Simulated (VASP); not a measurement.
# RbBr (Fm-3m) in VASP: notebook

Runs on RbBr. Level: r2SCAN. Tasks: single point.

Program: VASP 6.6.1. These are calculated values, not measurements. Logs are shortened: lines on timing, memory, paths and dates and some standing lists are left out, and cuts for length are marked.

### Step 1. The structure

The structure is cubic, space group Fm-3m (No. 225). The conventional cell has a = 6.854 Å, b = 6.854 Å, c = 6.854 Å, α = 90.00°, β = 90.00°, γ = 90.00°. Rb (site symmetry m-3m) has 6 Br at 3.43 Å as nearest neighbours. Br (site symmetry m-3m) has 6 Rb at 3.43 Å as nearest neighbours.

### Step 2. Single point, r2SCAN

INCAR

```
SYSTEM = RbBr
PREC = Accurate
ENCUT = 350
EDIFF = 1E-6
ISMEAR = 0
SIGMA = 0.05
LREAL = .FALSE.
LASPH = .TRUE.
NELM = 100
ALGO = Normal
ISIF = 2
LWAVE = .FALSE.
LCHARG = .FALSE.
METAGGA = R2SCAN
LMIXTAU = .TRUE.
ADDGRID = .FALSE.
```

KPOINTS

```
Automatic mesh
0
G
  7 7 7
  0 0 0
```

POSCAR

```
RbBr
1.0
    0.0000000000      3.4270000000      3.4270000000
    3.4270000000      0.0000000000      3.4270000000
    3.4270000000      3.4270000000      0.0000000000
Rb Br
1 1
Direct
    0.0000000000      0.0000000000      0.0000000000
    0.5000000000      0.5000000000      0.5000000000
```

Potentials or basis: VASP PAW PBE potentials, release 64 (Rb_sv, Br).

Command:

```console
$ cat potpaw_PBE.64/Rb_sv/POTCAR potpaw_PBE.64/Br/POTCAR > POTCAR
$ mpirun -np 1 vasp_std > vasp.out
```

OUTCAR:

```text
SYSTEM = RbBr
   PREC = Accurate
   ENCUT = 350
   EDIFF = 1E-6
   ISMEAR = 0
   LREAL = .FALSE.
   LASPH = .TRUE.
   NELM = 100
   ISIF = 2
   METAGGA = R2SCAN

 Found     20 irreducible k-points:

 Following reciprocal coordinates:
            Coordinates               Weight
  0.000000  0.000000  0.000000      1.000000
  0.142857  0.000000  0.000000      8.000000
  0.285714  0.000000  0.000000      8.000000
  0.428571  0.000000  0.000000      8.000000
  0.142857  0.142857  0.000000      6.000000
  0.285714  0.142857  0.000000     24.000000
   k-points           NKPTS =     20   k-points in BZ     NKDIM =     20   number of bands    NBANDS=     12
   number of dos      NEDOS =    301   number of ions     NIONS =      2
   total plane-waves  NPLWV =  27000
   dimension x,y,z NGX =    30 NGY =   30 NGZ =   30
   dimension x,y,z NGXF=    60 NGYF=   60 NGZF=   60
   ions per type =               1   1
   NGX,Y,Z   is equivalent  to a cutoff of  10.29, 10.29, 10.29 a.u.
   NGXF,Y,Z  is equivalent  to a cutoff of  20.58, 20.58, 20.58 a.u.
 SYSTEM =  RbBr
   PREC   = accura    normal or accurate (medium, high low for compatibility)
   ISTART =      0    job   : 0-new  1-cont  2-samecut
   ICHARG =      2    charge: 1-file 2-atom 10-const
   ISPIN  =      1    spin polarized calculation?
   LNONCOLLINEAR =      F non collinear calculations
   LSORBIT =      F    spin-orbit coupling
   LASPH  =      T    aspherical Exc in radial PAW
   ENCUT  =  350.0 eV  25.72 Ry    5.07 a.u.   7.39  7.39  7.39*2*pi/ulx,y,z
   NELM   =    100;   NELMIN=  2; NELMDL= -5     # of ELM steps
   EDIFF  = 0.1E-05   stopping-criterion for ELM
   LREAL  =      F    real-space projection
   EDIFFG = 0.1E-04   stopping-criterion for IOM
   NSW    =      0    number of steps for IOM
   IBRION =     -1    ionic relax: 0-MD 1-quasi-New 2-CG
   NFREE  =      0    steps in history (QN), initial steepest desc. (CG)
   ISIF   =      2    stress and relaxation
   ISYM   =      2    0-nonsym 1-usesym 2-fastsym
   POTIM  = 0.5000    time-step for ionic-motion
   TEBEG  =    0.0;   TEEND  =   0.0 temperature during run
   PSTRESS=    0.0 pullay stress
   NELECT =      16.0000    total number of electrons
   NUPDOWN=      -1.0000    fix difference up-down
   EMIN   =  10.00;   EMAX   =-10.00  energy-range for DOS
   EFERMI =   0.00;   METHOD = LEGACY
   ISMEAR =     0;   SIGMA  =   0.05  broadening in eV -4-tet -1-fermi 0-gaus
   EFERMI_NEDOS =   21; number of points for ismear=-14 and -15
   IALGO  =     38    algorithm
   IMIX   =      4    mixing-type and parameters
     AMIX     =   0.40;   BMIX     =  1.00
     AMIX_MAG =   1.60;   BMIX_MAG =  1.00
  volume/ion in A,a.u.               =      40.25       271.61
  Fermi-wavevector in a.u.,A,eV,Ry     =   0.955412  1.805467 12.419564  0.912812
  Thomas-Fermi vector in A             =   2.084247
   LORBIT       =      0    0 simple, 1 ext, 2 COOP (PROOUT), +10 PAW based schemes
   METAGGA = R2SCAN    functional components
   LHFCALC =     F    Hartree Fock is set to
   AEXX    =    0.0000 exact exchange contribution
   IVDW    =     0    specifies the selected vdW correction
   LEPSILON=     F    determine dielectric tensor
   LRPA    =     F    only Hartree local field effects (RPA)
 non-spin polarized calculation
 Gauss-broadening in eV      SIGMA  =   0.05
  energy-cutoff  :      350.00
  volume of cell :       80.50
 maximum number of plane-waves:      1243
 NGX is ok and might be reduce to    30
   NGX = 15   NGY = 15   NGZ = 15

 number of electron      16.0000000 magnetization

 Free energy of the ion-electron system (eV)
  ---------------------------------------------------
  ext. energy  EPLUGINS =         0.00000000
  ---------------------------------------------------
  free energy    TOTEN  =       -31.15063216 eV

  energy without entropy =      -31.15063216  energy(sigma->0) =      -31.15063216

 E-fermi :  -1.8749     XC(G=0):  -7.6317

 val. band max:       -2.1585544558   @ k =   0.0000   0.0000   0.0000
 cond. band min:       2.8109761192   @ k =   0.0000   0.0000   0.0000
 fundamental gap:      4.9695305750
 Fermi energy:        -1.8748956101

 k-point     1 :       0.0000    0.0000    0.0000
  band No.  band energies     occupation
      1     -27.3127      2.00000
      2     -14.7728      2.00000
      3     -10.8422      2.00000
      4     -10.8422      2.00000
      5     -10.8422      2.00000
      6      -2.1586      2.00000
      7      -2.1586      2.00000
      8      -2.1586      2.00000
      9       2.8110      0.00000
     10       5.7217      0.00000
     11       5.7217      0.00000
     12       5.7217      0.00000

 k-point     2 :       0.1429    0.0000    0.0000
  band No.  band energies     occupation
      1     -27.3109      2.00000
      2     -14.7808      2.00000
      3     -10.8434      2.00000
      4     -10.8434      2.00000
      5     -10.8320      2.00000
      6      -2.3826      2.00000
      7      -2.2285      2.00000
      8      -2.2285      2.00000
      9       3.2887      0.00000
     10       5.5645      0.00000
     11       5.9742      0.00000
     12       5.9742      0.00000

 k-point     3 :       0.2857    0.0000    0.0000
  band No.  band energies     occupation
      1     -27.3067      2.00000
      2     -14.7987      2.00000
      3     -10.8460      2.00000
      4     -10.8460      2.00000
      5     -10.8092      2.00000
      6      -2.8047      2.00000
      7      -2.3779      2.00000
      8      -2.3779      2.00000
      9       4.3303      0.00000
     10       5.5588      0.00000
     11       6.6938      0.00000
     12       6.6938      0.00000

 k-point     4 :       0.4286    0.0000    0.0000
  band No.  band energies     occupation
      1     -27.3034      2.00000
      2     -14.8129      2.00000
      3     -10.8481      2.00000
      4     -10.8481      2.00000
      5     -10.7911      2.00000
      6      -3.0905      2.00000
      7      -2.4909      2.00000
      8      -2.4909      2.00000
      9       5.0445      0.00000
     10       6.0083      0.00000
     11       7.7310      0.00000
     12       7.7311      0.00000

 k-point     5 :       0.1429    0.1429    0.0000
  band No.  band energies     occupation
      1     -27.3103      2.00000
      2     -14.7796      2.00000
      3     -10.8555      2.00000
      4     -10.8555      2.00000
      5     -10.8184      2.00000
      6      -2.4885      2.00000
      7      -2.2008      2.00000
      8      -2.2008      2.00000
      9       3.3876      0.00000
     10       5.1805      0.00000
     11       6.2534      0.00000
     12       6.2534      0.00000

 k-point     6 :       0.2857    0.1429    0.0000
  band No.  band energies     occupation
      1     -27.3069      2.00000
      2     -14.7856      2.00000
      3     -10.8650      2.00000
      4     -10.8615      2.00000
      5     -10.8188      2.00000
      6      -2.7433      2.00000
      7      -2.3274      2.00000
      8      -2.2900      2.00000
      9       4.1754      0.00000
     10       4.9887      0.00000
     11       6.8427      0.00000
     12       6.9757      0.00000

 [... further k-points ...]

------------------------ aborting loop because EDIFF is reached ----------------------------------------

  FORCE on cell =-STRESS in cart. coord.  units (eV):
  Direction    XX          YY          ZZ          XY          YZ          ZX
  --------------------------------------------------------------------------------------
  -------------------------------------------------------------------------------------
  Total        0.2344788      0.2344788      0.2344788      0.0000000     -0.0000000      0.0000000
  in kB        4.6670446      4.6670446      4.6670446      0.0000000     -0.0000000      0.0000000
  external PRESSURE =       4.6670446 kB  Pullay stress =       0.0000000 kB

 VOLUME and BASIS-vectors are now :
 -----------------------------------------------------------------------------
  energy-cutoff  :      350.00
  volume of cell :       80.50
      direct lattice vectors                 reciprocal lattice vectors
     0.000000000  3.427000000  3.427000000    -0.145900204  0.145900204  0.145900204
     3.427000000  0.000000000  3.427000000     0.145900204 -0.145900204  0.145900204
     3.427000000  3.427000000  0.000000000     0.145900204  0.145900204 -0.145900204

 POSITION                                       TOTAL-FORCE (eV/Angst)
 -----------------------------------------------------------------------------------
      0.00000      0.00000      0.00000         0.000000      0.000000      0.000000
      3.42700      3.42700      3.42700        -0.000000     -0.000000     -0.000000
 -----------------------------------------------------------------------------------
    total drift:                                0.000000      0.000000      0.000000

  FREE ENERGIE OF THE ION-ELECTRON SYSTEM (eV)
  ---------------------------------------------------
  free  energy   TOTEN  =       -31.1506321551 eV

  energy  without entropy=      -31.1506321551  energy(sigma->0) =      -31.15063216
```

Wall time 77 s (1 thread of AMD EPYC 7R13 (Zen 3), shared host); peak memory 0.14 GiB.

The run converged, but some of its settings lie outside the range that counts as converged, so its numbers aren't taken as properties of the crystal.

Results:

| Property | Result |
| --- | --- |
| Free energy | -31.1506 eV |
| Pressure | 0.5 GPa |
| Band gap on the k mesh | 4.97 eV, direct |

Caveat: the PAW data sets were made with another functional, which shifts forces and pressure a little; an odd mesh through Γ misses points on the zone boundary, where band edges often lie.

### Step 3. Single point, r2SCAN

Edit INCAR of step 2 so:

```diff
@@ -2,3 +2,3 @@
 PREC = Accurate
-ENCUT = 350
+ENCUT = 500
 EDIFF = 1E-6
```

KPOINTS

```
Automatic mesh
0
G
  6 6 6
  0 0 0
```

POSCAR is that of step 2.

Potentials or basis: VASP PAW PBE potentials, release 64 (Rb_sv, Br).

Command:

```console
$ cat potpaw_PBE.64/Rb_sv/POTCAR potpaw_PBE.64/Br/POTCAR > POTCAR
$ mpirun -np 1 vasp_std > vasp.out
```

OUTCAR:

```text
SYSTEM = RbBr
   PREC = Accurate
   ENCUT = 500
   EDIFF = 1E-6
   ISMEAR = 0
   LREAL = .FALSE.
   LASPH = .TRUE.
   NELM = 100
   ISIF = 2
   METAGGA = R2SCAN

 Found     16 irreducible k-points:

 Following reciprocal coordinates:
            Coordinates               Weight
  0.000000  0.000000  0.000000      1.000000
  0.166667  0.000000  0.000000      8.000000
  0.333333  0.000000  0.000000      8.000000
  0.500000  0.000000  0.000000      4.000000
  0.166667  0.166667  0.000000      6.000000
  0.333333  0.166667  0.000000     24.000000
   k-points           NKPTS =     16   k-points in BZ     NKDIM =     16   number of bands    NBANDS=     12
   number of dos      NEDOS =    301   number of ions     NIONS =      2
   total plane-waves  NPLWV =  46656
   dimension x,y,z NGX =    36 NGY =   36 NGZ =   36
   dimension x,y,z NGXF=    72 NGYF=   72 NGZF=   72
   ions per type =               1   1
   NGX,Y,Z   is equivalent  to a cutoff of  12.35, 12.35, 12.35 a.u.
   NGXF,Y,Z  is equivalent  to a cutoff of  24.70, 24.70, 24.70 a.u.
 SYSTEM =  RbBr
   PREC   = accura    normal or accurate (medium, high low for compatibility)
   ISTART =      0    job   : 0-new  1-cont  2-samecut
   ICHARG =      2    charge: 1-file 2-atom 10-const
   ISPIN  =      1    spin polarized calculation?
   LNONCOLLINEAR =      F non collinear calculations
   LSORBIT =      F    spin-orbit coupling
   LASPH  =      T    aspherical Exc in radial PAW
   ENCUT  =  500.0 eV  36.75 Ry    6.06 a.u.   8.84  8.84  8.84*2*pi/ulx,y,z
   NELM   =    100;   NELMIN=  2; NELMDL= -5     # of ELM steps
   EDIFF  = 0.1E-05   stopping-criterion for ELM
   LREAL  =      F    real-space projection
   EDIFFG = 0.1E-04   stopping-criterion for IOM
   NSW    =      0    number of steps for IOM
   IBRION =     -1    ionic relax: 0-MD 1-quasi-New 2-CG
   NFREE  =      0    steps in history (QN), initial steepest desc. (CG)
   ISIF   =      2    stress and relaxation
   ISYM   =      2    0-nonsym 1-usesym 2-fastsym
   POTIM  = 0.5000    time-step for ionic-motion
   TEBEG  =    0.0;   TEEND  =   0.0 temperature during run
   PSTRESS=    0.0 pullay stress
   NELECT =      16.0000    total number of electrons
   NUPDOWN=      -1.0000    fix difference up-down
   EMIN   =  10.00;   EMAX   =-10.00  energy-range for DOS
   EFERMI =   0.00;   METHOD = LEGACY
   ISMEAR =     0;   SIGMA  =   0.05  broadening in eV -4-tet -1-fermi 0-gaus
   EFERMI_NEDOS =   21; number of points for ismear=-14 and -15
   IALGO  =     38    algorithm
   IMIX   =      4    mixing-type and parameters
     AMIX     =   0.40;   BMIX     =  1.00
     AMIX_MAG =   1.60;   BMIX_MAG =  1.00
  volume/ion in A,a.u.               =      40.25       271.61
  Fermi-wavevector in a.u.,A,eV,Ry     =   0.955412  1.805467 12.419564  0.912812
  Thomas-Fermi vector in A             =   2.084247
   LORBIT       =      0    0 simple, 1 ext, 2 COOP (PROOUT), +10 PAW based schemes
   METAGGA = R2SCAN    functional components
   LHFCALC =     F    Hartree Fock is set to
   AEXX    =    0.0000 exact exchange contribution
   IVDW    =     0    specifies the selected vdW correction
   LEPSILON=     F    determine dielectric tensor
   LRPA    =     F    only Hartree local field effects (RPA)
 non-spin polarized calculation
 Gauss-broadening in eV      SIGMA  =   0.05
  energy-cutoff  :      500.00
  volume of cell :       80.50
 maximum number of plane-waves:      2085
   NGX = 17   NGY = 17   NGZ = 17

 number of electron      15.9999999 magnetization

 Free energy of the ion-electron system (eV)
  ---------------------------------------------------
  ext. energy  EPLUGINS =         0.00000000
  ---------------------------------------------------
  free energy    TOTEN  =       -31.15160811 eV

  energy without entropy =      -31.15160811  energy(sigma->0) =      -31.15160811

 E-fermi :  -1.8569     XC(G=0):  -7.6317

 val. band max:       -2.1587958536   @ k =   0.0000   0.0000   0.0000
 cond. band min:       2.8109315224   @ k =   0.0000   0.0000   0.0000
 fundamental gap:      4.9697273760
 Fermi energy:        -1.8568714940

 k-point     1 :       0.0000    0.0000    0.0000
  band No.  band energies     occupation
      1     -27.3133      2.00000
      2     -14.7721      2.00000
      3     -10.8427      2.00000
      4     -10.8427      2.00000
      5     -10.8427      2.00000
      6      -2.1588      2.00000
      7      -2.1588      2.00000
      8      -2.1588      2.00000
      9       2.8109      0.00000
     10       5.7220      0.00000
     11       5.7220      0.00000
     12       5.7220      0.00000

 k-point     2 :       0.1667    0.0000    0.0000
  band No.  band energies     occupation
      1     -27.3109      2.00000
      2     -14.7828      2.00000
      3     -10.8443      2.00000
      4     -10.8443      2.00000
      5     -10.8292      2.00000
      6      -2.4506      2.00000
      7      -2.2512      2.00000
      8      -2.2512      2.00000
      9       3.4432      0.00000
     10       5.5356      0.00000
     11       6.0640      0.00000
     12       6.0640      0.00000

 k-point     3 :       0.3333    0.0000    0.0000
  band No.  band energies     occupation
      1     -27.3060      2.00000
      2     -14.8039      2.00000
      3     -10.8474      2.00000
      4     -10.8474      2.00000
      5     -10.8023      2.00000
      6      -2.9263      2.00000
      7      -2.4251      2.00000
      8      -2.4251      2.00000
      9       4.6472      0.00000
     10       5.6767      0.00000
     11       7.0196      0.00000
     12       7.0196      0.00000

 k-point     4 :       0.5000    0.0000    0.0000
  band No.  band energies     occupation
      1     -27.3035      2.00000
      2     -14.8143      2.00000
      3     -10.8489      2.00000
      4     -10.8489      2.00000
      5     -10.7889      2.00000
      6      -3.1296      2.00000
      7      -2.5072      2.00000
      8      -2.5072      2.00000
      9       5.1323      0.00000
     10       6.1181      0.00000
     11       8.0655      0.00000
     12       8.0655      0.00000

 k-point     5 :       0.1667    0.1667    0.0000
  band No.  band energies     occupation
      1     -27.3101      2.00000
      2     -14.7795      2.00000
      3     -10.8604      2.00000
      4     -10.8604      2.00000
      5     -10.8169      2.00000
      6      -2.5654      2.00000
      7      -2.2136      2.00000
      8      -2.2136      2.00000
      9       3.5557      0.00000
     10       5.0412      0.00000
     11       6.4389      0.00000
     12       6.4389      0.00000

 k-point     6 :       0.3333    0.1667    0.0000
  band No.  band energies     occupation
      1     -27.3061      2.00000
      2     -14.7835      2.00000
      3     -10.8709      2.00000
      4     -10.8679      2.00000
      5     -10.8294      2.00000
      6      -2.8122      2.00000
      7      -2.3717      2.00000
      8      -2.3223      2.00000
      9       4.5022      0.00000
     10       4.9188      0.00000
     11       7.1956      0.00000
     12       7.3796      0.00000

 [... further k-points ...]

------------------------ aborting loop because EDIFF is reached ----------------------------------------

  FORCE on cell =-STRESS in cart. coord.  units (eV):
  Direction    XX          YY          ZZ          XY          YZ          ZX
  --------------------------------------------------------------------------------------
  -------------------------------------------------------------------------------------
  Total        0.2458936      0.2458936      0.2458936      0.0000000      0.0000000      0.0000000
  in kB        4.8942433      4.8942433      4.8942433      0.0000000      0.0000000      0.0000000
  external PRESSURE =       4.8942433 kB  Pullay stress =       0.0000000 kB

 VOLUME and BASIS-vectors are now :
 -----------------------------------------------------------------------------
  energy-cutoff  :      500.00
  volume of cell :       80.50
      direct lattice vectors                 reciprocal lattice vectors
     0.000000000  3.427000000  3.427000000    -0.145900204  0.145900204  0.145900204
     3.427000000  0.000000000  3.427000000     0.145900204 -0.145900204  0.145900204
     3.427000000  3.427000000  0.000000000     0.145900204  0.145900204 -0.145900204

 POSITION                                       TOTAL-FORCE (eV/Angst)
 -----------------------------------------------------------------------------------
      0.00000      0.00000      0.00000         0.000000     -0.000000      0.000000
      3.42700      3.42700      3.42700        -0.000000      0.000000     -0.000000
 -----------------------------------------------------------------------------------
    total drift:                                0.000000      0.000000      0.000000

  FREE ENERGIE OF THE ION-ELECTRON SYSTEM (eV)
  ---------------------------------------------------
  free  energy   TOTEN  =       -31.1516081126 eV

  energy  without entropy=      -31.1516081126  energy(sigma->0) =      -31.15160811
```

OSZICAR:

```text
N       E                     dE             d eps       ncg     rms          rms(c)
DAV:   1     0.662678164070E+02    0.66268E+02   -0.69441E+03   384   0.114E+03
DAV:   2    -0.295485114582E+02   -0.95816E+02   -0.89223E+02   592   0.193E+02
DAV:   3    -0.355853110827E+02   -0.60368E+01   -0.60145E+01   484   0.547E+01
[... 13 lines left out ...]
DAV:  17    -0.311516000671E+02   -0.17423E-04   -0.90029E-06   432   0.392E-02    0.289E-03
DAV:  18    -0.311516026979E+02   -0.26307E-05   -0.61354E-07   388   0.819E-03    0.276E-03
DAV:  19    -0.311516072699E+02   -0.45720E-05   -0.29474E-06   428   0.210E-02    0.135E-03
DAV:  20    -0.311516083392E+02   -0.10693E-05   -0.27809E-07   304   0.513E-03    0.557E-04
DAV:  21    -0.311516081126E+02    0.22660E-06   -0.99683E-08   256   0.271E-03
   1 F= -.31151608E+02 E0= -.31151608E+02  d E =-.571777E-19
```

Wall time 1.8 min (1 thread of AMD EPYC 7R13 (Zen 3), shared host); peak memory 0.18 GiB.

The run converged, but some of its settings lie outside the range that counts as converged, so its numbers aren't taken as properties of the crystal.

What came out:

```
Free energy            : -31.1516 eV
Pressure               : 0.5 GPa
Band gap on the k mesh : 4.97 eV, direct
```

Caveat: the PAW data sets were made with another functional, which shifts forces and pressure a little.

### Step 4. For comparison

An earlier run on the cell as given: functional PBE; potentials or basis VASP PAW PBE potentials, release 64 (Rb_sv, Br); cutoff 520 eV; k mesh 7 × 7 × 7; occupations fermi-dirac, width 0.05 eV; no spin polarisation.

- Pressure: 1.0 GPa
- Band gap on the k mesh: 4.36 eV, direct
